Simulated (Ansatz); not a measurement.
# GaN (P6_3mc) in Ansatz: further runs

One crystal, GaN, is run at these levels: r2SCAN+D4; tasks: single point, equation of state.

Everything below comes from runs of Ansatz 0.2.0. Logs are shortened: lines on timing, memory, paths and dates and some standing lists are left out, and cuts for length are marked.

### 1 The crystal as given

Symmetry: P6_3mc, No. 186, hexagonal system. Conventional cell: a = 3.180 Å, b = 3.180 Å, c = 5.166 Å, α = 90.00°, β = 90.00°, γ = 120.00°. Ga (site symmetry 3m) is surrounded by 4 N at 1.94 to 1.95 Å. N (site symmetry 3m) is surrounded by 4 Ga at 1.94 to 1.95 Å.

### 2 Single point, r2SCAN+D4, 10.63 Å³/atom (volume scaled by 0.94)

The input, input.yaml:

```yaml
crystal:
  lattice:
    - [3.1150838257, 0.0, 0.0]
    - [-1.5575419129, 2.697741728, 0.0]
    - [0.0, 0.0, 5.0605418376]
  atoms:
    - { symbol: Ga, position: [0.6666666667, 0.3333333333, 0.5] }
    - { symbol: Ga, position: [0.3333333333, 0.6666666667, 0.0] }
    - { symbol: "N", position: [0.6666666667, 0.3333333333, 0.875] }
    - { symbol: "N", position: [0.3333333333, 0.6666666667, 0.375] }
hamiltonian:
  xc: r2scan
  pseudopotentials: { kind: paw }
  dispersion: d4
kpoints:
  mp_grid: { grid: [10, 10, 5] }
scf:
  occupations: { method: fermi_dirac, width: 0.05 }
output:
  forces: true
  stress: true
  eigenvalues: true
```

Potentials or basis: Ansatz PAW.

Run with:

```
> ansatz run input.yaml --threads 2 --pin off --max-ram 5120MiB --backend cpu --events-out ev --progress --plain --runs-dir out
```

Standard output:

```text
Warning: RAYON_NUM_THREADS=2 ignored (pool sized by the plan → 2); use --threads N
Engine: ansatz 0.2.0, x86_64-unknown-linux-gnu
Pseudopotentials: kind: paw
Pseudopotential: Ga, paw, valence charge 13, recommended cutoff 500 eV (meta_gga), Ga.paw.azcp
Pseudopotential: N, paw, valence charge 5, recommended cutoff 500 eV (meta_gga), N.paw.azcp
Functional definition: r2SCAN
  parameter k0 = 0.174
  parameter k1 = 0.065
  parameter a1 = 4.9479
  exchange = r2scan_x(k0 = k0, k1 = k1, a1 = a1)
  correlation = r2scan_c
Crystal: 4 atoms, lattice volume = 42.527 Å³
Basis set: ecut = 500 eV, 1099 PW (Γ), exchange–correlation on 96×96×160 points (64 copies of the dense FFT grid, shifted against one another)
Bands: 22, of which v1, the nominal top of the filled ones, is band 18 counted from 1 (17 counted from 0)
Symmetry: 12 space group operations
Space group: P63mc (ITA 186), of the structure as read, at distance tolerance 3.5e-5 Å
k-points: 42 of 500 (time reversal used)
Non-local potential: Ga, projectors of the file, l = 0: 2, l = 1: 2, l = 2: 3, l = 3: 1
Non-local potential: N, projectors of the file, l = 0: 2, l = 1: 2, l = 2: 1
PAW form: soft (Blöchl's): semilocal exchange-correlation on the pseudo side does not see the compensation charge
PAW frozen core: Ga, regenerated for the run's functional (the file was generated under x = pbe(κ = 0.804, μ = 0.2195149727645171), c = pbe(β = 0.06672455060314922))
PAW frozen core: N, regenerated for the run's functional (the file was generated under x = pbe(κ = 0.804, μ = 0.2195149727645171), c = pbe(β = 0.06672455060314922))
PAW one-centre angular grid: Ga, 590 points (default); XC on 160 Gauss nodes
PAW one-centre angular grid: N, 302 points (default); XC on 160 Gauss nodes
Initial density: superposition of atomic densities (neutral atoms: chi_scale 0, normalization atom), corrected by the library's trained network
Initial wavefunctions: pseudopotential atomic-orbital guess
Functional: x = r2scan, c = r2scan; τ floored in thin density (d = 2e-4 eV/Å³)
SCF iter   1: F=—  HF=-8353.189216 eV  |F-HF|=—  |Δ(HF+E_count)|=         —  Δρ=1.28e-2  dr2=2.69e-2  dr2_τ=2.38e-1  ethr=1.77e-3  ⟨swp⟩=5.3  Hψ=3882  notcnv=0
preconditioner: auto → Resta (q_TF=auto, 2.654 Å⁻¹)  ε∞=4.5  [insulator: Δε(μ)=2.775 eV  Ē_g=18.153 eV  σ=0.050 eV  W_gap=1.00  n_scr=22 (ndim 8)  ℏωp=34.2 eV  f_vac=0.004  D(μ)=0.00/eV (n_scr^D=0)  ε∞_Penn≈4.5]
SCF iter   2: F=—  HF=-8353.265912 eV  |F-HF|=—  |Δ(HF+E_count)|=   7.67e-2  Δρ=6.13e-3  dr2=9.82e-3  dr2_τ=3.51e-4  ethr=7.46e-5  ⟨swp⟩=2.0  Hψ=2184  notcnv=0
SCF iter   3: F=—  HF=-8353.265250 eV  |F-HF|=—  |Δ(HF+E_count)|=   6.62e-4  Δρ=3.87e-3  dr2=2.79e-3  dr2_τ=8.81e-5  ethr=2.73e-5  ⟨swp⟩=2.3  Hψ=1623  notcnv=0
SCF iter   4: F=—  HF=-8353.265285 eV  |F-HF|=—  |Δ(HF+E_count)|=   3.53e-5  Δρ=1.07e-3  dr2=3.03e-4  dr2_τ=1.29e-5  ethr=7.74e-6  ⟨swp⟩=1.0  Hψ=924  notcnv=0
SCF iter   5: F=—  HF=-8353.265249 eV  |F-HF|=—  |Δ(HF+E_count)|=   3.63e-5  Δρ=1.58e-4  dr2=6.89e-6  dr2_τ=1.09e-6  ethr=8.41e-7  ⟨swp⟩=2.8  Hψ=1673  notcnv=0
SCF iter   6: F=—  HF=-8353.265253 eV  |F-HF|=—  |Δ(HF+E_count)|=   3.82e-6  Δρ=7.34e-5  dr2=2.30e-6  dr2_τ=1.10e-7  ethr=1.91e-8  ⟨swp⟩=2.7  Hψ=1631  notcnv=0
SCF iter   7: F=—  HF=-8353.265252 eV  |F-HF|=—  |Δ(HF+E_count)|=   2.53e-7  Δρ=1.63e-5  dr2=1.01e-7  dr2_τ=6.62e-10  ethr=2.78e-10  ⟨swp⟩=3.1  Hψ=3772  notcnv=0
SCF iter   8: F=-8353.265252 eV  HF=-8353.265252 eV  |F-HF|=1.58e-10  |Δ(HF+E_count)|=   8.86e-9  Δρ=7.41e-7  dr2=2.32e-10  dr2_τ=6.69e-12  ethr=2.78e-10  ⟨swp⟩=4.0  Hψ=2892  notcnv=0
SCF 1 converged in 8 iterations: F = -8353.265252 eV  dr2 = 2.32e-10
SCF converged after 8 iterations
Free energy (F): -8353.265252 eV
Harris-Foulkes:  -8353.265252 eV  (|F-HF|=1.58e-10)
Internal energy: -8353.265252 eV  (E = F + TS)
E sigma→0 (E₀):  -8353.265252 eV
Fermi energy:    11.997371 eV
--- Per-component energies (eV) ---
  E_band       = 4.071412
  E_kinetic    = 500.399532
  E_local      = -3798.041884  (includes V_loc(G=0)·N_el)
  E_nonlocal   = 953.426870
  E_hartree    = 1763.209731
  E_xc         = -245.830237
  E_vxc        = -290.414063  (∫ρ·V_xc dr)
  E_paw        = -4274.262729  (= ΣΔE_a)
  E_vpaw       = -903.509635  (= ΣTr[D̂ρ^β])
  E_aug_tail   = -0.000048  (compensation charges beyond the density's cutoff)
  E_vtau       = 15.791336  (kinetic-family band-sum trace: ∫τ·v_τ [+ j·A + Jᵃ·Aᵃ] dr)
  E_ewald      = -3250.175457
  E_disp       = -0.625763  (pairwise vdW)
  E_core_change = -1.365269  (= ΣΔE_core)
  E_smearing   = -0.000000  (= −TS)
  E_closure    = -0.000000  (closes the sum)
  Σ components = -8353.265252   (vs F -8353.265252, Δ=0.00e0)
--- Forces (eV/Å), atoms counted from 1 ---
  atom   1  Ga     0.00000000     0.00000000    -0.16121406
  atom   2  Ga    -0.00000000    -0.00000000    -0.16121406
  atom   3  N      0.00000000     0.00000000     0.16120909
  atom   4  N     -0.00000000    -0.00000000     0.16120909
  max |Σ_I F_I| component: 9.94e-6 eV/Å
--- Stress (GPa, compression-positive) ---
       12.155706       0.000000       0.000000
        0.000000      12.155706       0.000000
        0.000000       0.000000      14.768137
  P = ⅓ Tr σ = 13.0265 GPa (130.265 kbar)
--- Band table (eV; the first three rows and the last of 42) ---
  k-point 0: bands = ["-6.8688", "-5.6789", "-3.4210", "-3.3954", "-3.3954", "-3.3107", "-3.3107", "-3.0549", "-3.0549", "-2.9352", "-2.9352", "-1.7756", "2.8612", "9.3790", "9.3790", "10.4928", "10.5551", "10.5551", "13.3721", "15.8418", "20.9457", "21.5381"]
  k-point 1: bands = ["-6.7383", "-5.7582", "-3.3917", "-3.3917", "-3.3897", "-3.3230", "-3.3230", "-3.0395", "-3.0395", "-2.9429", "-2.9429", "-2.1993", "3.6730", "9.4414", "9.4865", "9.4865", "10.4382", "10.4382", "14.2159", "15.9139", "20.6528", "21.5748"]
  k-point 2: bands = ["-6.4001", "-6.0138", "-3.3772", "-3.3772", "-3.3508", "-3.3508", "-3.2450", "-3.0035", "-3.0035", "-2.9667", "-2.9667", "-2.8566", "5.4583", "7.5154", "9.7729", "9.7729", "10.1365", "10.1365", "15.4009", "15.9484", "20.1727", "20.4288"]
  k-point 41: bands = ["-5.4828", "-5.4543", "-3.2728", "-3.2464", "-3.2280", "-3.1635", "-3.0489", "-3.0468", "-3.0013", "-2.9909", "-1.4665", "-1.3413", "3.9607", "4.1008", "5.7022", "6.5142", "8.5521", "8.8690", "17.6251", "17.8656", "18.8293", "19.2750"]
```

Wall time 2.5 s (2 threads of Intel Xeon 6975P-C (Granite Rapids), shared host); peak memory 0.49 GiB.

What came out:

```
Free energy            : -8353.2653 eV
Pressure               : 13.0 GPa
Largest force          : 0.161 eV/Å
Band gap on the k mesh : 2.82 eV, direct
```

Caveat: odd divisions of the mesh miss points on the zone boundary, where band edges often lie, so the gap on the mesh can be too wide; the PAW data sets come from PBE, with cores solved anew for the run's functional, which leaves a small shift of forces and pressure.

### 3 Single point, r2SCAN+D4, 10.86 Å³/atom (volume scaled by 0.96)

input.yaml, as its differences from that of step 2:

```diff
@@ -2,5 +2,5 @@
   lattice:
-    - [3.1150838257, 0.0, 0.0]
-    - [-1.5575419129, 2.697741728, 0.0]
-    - [0.0, 0.0, 5.0605418376]
+    - [3.1370217585, 0.0, 0.0]
+    - [-1.5685108793, 2.7167405351, 0.0]
+    - [0.0, 0.0, 5.0961806304]
   atoms:
```

Potentials or basis: Ansatz PAW.

Run with:

```
> ansatz run input.yaml --threads 2 --pin off --max-ram 5120MiB --backend cpu --events-out ev --progress --plain --runs-dir out
```

Run time: 2.8 s. Hardware: 2 threads of Intel Xeon 6975P-C (Granite Rapids), shared host; peak memory 0.48 GiB.

The run converged. Its results:

* Free energy: -8353.3240 eV
* Pressure: 7.9 GPa
* Largest force: 0.155 eV/Å
* Band gap on the k mesh: 2.67 eV, direct

Caveat: odd divisions of the mesh miss points on the zone boundary, where band edges often lie, so the gap on the mesh can be too wide; the PAW data sets come from PBE, with cores solved anew for the run's functional, which leaves a small shift of forces and pressure.

### 4 Single point, r2SCAN+D4, 11.08 Å³/atom (volume scaled by 0.98)

input.yaml, as its differences from that of step 3:

```diff
@@ -2,5 +2,5 @@
   lattice:
-    - [3.1370217585, 0.0, 0.0]
-    - [-1.5685108793, 2.7167405351, 0.0]
-    - [0.0, 0.0, 5.0961806304]
+    - [3.158657075, 0.0, 0.0]
+    - [-1.5793285375, 2.7354772688, 0.0]
+    - [0.0, 0.0, 5.1313278144]
   atoms:
```

Run with:

```
> ansatz run input.yaml --threads 2 --pin off --max-ram 5120MiB --backend cpu --events-out ev --progress --plain --runs-dir out
```

Run time: 2.9 s. Hardware: 2 threads of Intel Xeon 6975P-C (Granite Rapids), shared host; peak memory 0.47 GiB.

The run converged. Its results:

```yaml
Free_energy: -8353.3551 eV
Pressure: 3.2 GPa
Largest_force: 0.148 eV/Å
Band_gap_on_the_k_mesh: 2.52 eV, direct
```

Caveat: odd divisions of the mesh miss points on the zone boundary, where band edges often lie, so the gap on the mesh can be too wide; the PAW data sets come from PBE, with cores solved anew for the run's functional, which leaves a small shift of forces and pressure.

### 5 Single point, r2SCAN+D4, 11.31 Å³/atom

input.yaml, as its differences from that of step 4:

```diff
@@ -2,5 +2,5 @@
   lattice:
-    - [3.158657075, 0.0, 0.0]
-    - [-1.5793285375, 2.7354772688, 0.0]
-    - [0.0, 0.0, 5.1313278144]
+    - [3.18, 0.0, 0.0]
+    - [-1.59, 2.753960784, 0.0]
+    - [0.0, 0.0, 5.166]
   atoms:
```

Run with:

```
> ansatz run input.yaml --threads 2 --pin off --max-ram 5120MiB --backend cpu --events-out ev --progress --plain --runs-dir out
```

It took 3.4 s on 2 threads of Intel Xeon 6975P-C (Granite Rapids), shared host; peak memory 0.48 GiB.

It converged, with:

```
Free energy            : -8353.3614 eV
Pressure               : -0.9 GPa
Largest force          : 0.142 eV/Å
Band gap on the k mesh : 2.38 eV, direct
```

Caveat: odd divisions of the mesh miss points on the zone boundary, where band edges often lie, so the gap on the mesh can be too wide; the PAW data sets come from PBE, with cores solved anew for the run's functional, which leaves a small shift of forces and pressure.

### 6 Single point, r2SCAN+D4, 11.54 Å³/atom (volume scaled by 1.02)

input.yaml, as its differences from that of step 5:

```diff
@@ -2,5 +2,5 @@
   lattice:
-    - [3.18, 0.0, 0.0]
-    - [-1.59, 2.753960784, 0.0]
-    - [0.0, 0.0, 5.166]
+    - [3.2010602164, 0.0, 0.0]
+    - [-1.6005301082, 2.7721994664, 0.0]
+    - [0.0, 0.0, 5.2002129176]
   atoms:
```

Potentials or basis: Ansatz PAW.

Run with:

```
> ansatz run input.yaml --threads 2 --pin off --max-ram 5120MiB --backend cpu --events-out ev --progress --plain --runs-dir out
```

Wall time 3.7 s (2 threads of Intel Xeon 6975P-C (Granite Rapids), shared host); peak memory 0.47 GiB.

Results (log left out):

- Free energy: -8353.3454 eV
- Pressure: -4.7 GPa
- Largest force: 0.136 eV/Å
- Band gap on the k mesh: 2.24 eV, direct

Caveat: odd divisions of the mesh miss points on the zone boundary, where band edges often lie, so the gap on the mesh can be too wide; the PAW data sets come from PBE, with cores solved anew for the run's functional, which leaves a small shift of forces and pressure.

### 7 Single point, r2SCAN+D4, 11.76 Å³/atom (volume scaled by 1.04)

input.yaml, as its differences from that of step 6:

```diff
@@ -2,5 +2,5 @@
   lattice:
-    - [3.2010602164, 0.0, 0.0]
-    - [-1.6005301082, 2.7721994664, 0.0]
-    - [0.0, 0.0, 5.2002129176]
+    - [3.2218469041, 0.0, 0.0]
+    - [-1.6109234521, 2.7902012661, 0.0]
+    - [0.0, 0.0, 5.2339814801]
   atoms:
@@ -22 +22,5 @@
   eigenvalues: true
+  write_density: true
+  write_potential: true
+  elf: true
+  volumetric_format: npy
```

Run with:

```
> ansatz run input.yaml --threads 2 --pin off --max-ram 5120MiB --backend cpu --events-out ev --progress --plain --runs-dir out
```

It took 3.9 s on 2 threads of Intel Xeon 6975P-C (Granite Rapids), shared host; peak memory 0.49 GiB.

The run converged. Its results:

| Item | Value |
| --- | --- |
| Free energy | -8353.3093 eV |
| Pressure | -8.0 GPa |
| Largest force | 0.131 eV/Å |
| Band gap on the k mesh | 2.11 eV, direct |

Caveat: odd divisions of the mesh miss points on the zone boundary, where band edges often lie, so the gap on the mesh can be too wide; the PAW data sets come from PBE, with cores solved anew for the run's functional, which leaves a small shift of forces and pressure.

### 8 Single point, r2SCAN+D4, 11.99 Å³/atom (volume scaled by 1.06)

input.yaml, as its differences from that of step 7:

```diff
@@ -2,5 +2,5 @@
   lattice:
-    - [3.2218469041, 0.0, 0.0]
-    - [-1.6109234521, 2.7902012661, 0.0]
-    - [0.0, 0.0, 5.2339814801]
+    - [3.2423687753, 0.0, 0.0]
+    - [-1.6211843877, 2.8079737278, 0.0]
+    - [0.0, 0.0, 5.2673198406]
   atoms:
```

Run with:

```
> ansatz run input.yaml --threads 2 --pin off --max-ram 5120MiB --backend cpu --events-out ev --progress --plain --runs-dir out
```

Wall time 4.1 s (2 threads of Intel Xeon 6975P-C (Granite Rapids), shared host); peak memory 0.5 GiB.

It converged, with:

| Quantity | Value |
| --- | --- |
| Free energy | -8353.2551 eV |
| Pressure | -11.1 GPa |
| Largest force | 0.125 eV/Å |
| Band gap on the k mesh | 1.97 eV, direct |

Caveat: odd divisions of the mesh miss points on the zone boundary, where band edges often lie, so the gap on the mesh can be too wide; the PAW data sets come from PBE, with cores solved anew for the run's functional, which leaves a small shift of forces and pressure.

### 9 Equation of state, r2SCAN+D4

Potentials or basis: Ansatz PAW.

No new run: the results of the series are fitted here.

Results:

```yaml
Equilibrium_volume: 11.26 Å³/atom
Bulk_modulus_at_fixed_shape_and_positions: 201 GPa
Pressure_derivative_of_the_bulk_modulus: 4.3
```

Energy against volume, from the lowest point:
```tsv
volume (Å³/atom)	energy (meV/atom)
10.632	24.04
10.858	9.35
11.084	1.57
11.310	0.00
11.537	4.00
11.763	13.03
11.989	26.57
```

Caveat: the cell was scaled at fixed shape and fractional positions, which overstates the stiffness of a crystal with free parameters, most of all of layers and chains; the PAW data sets were made with another functional, which shifts forces and pressure a little.
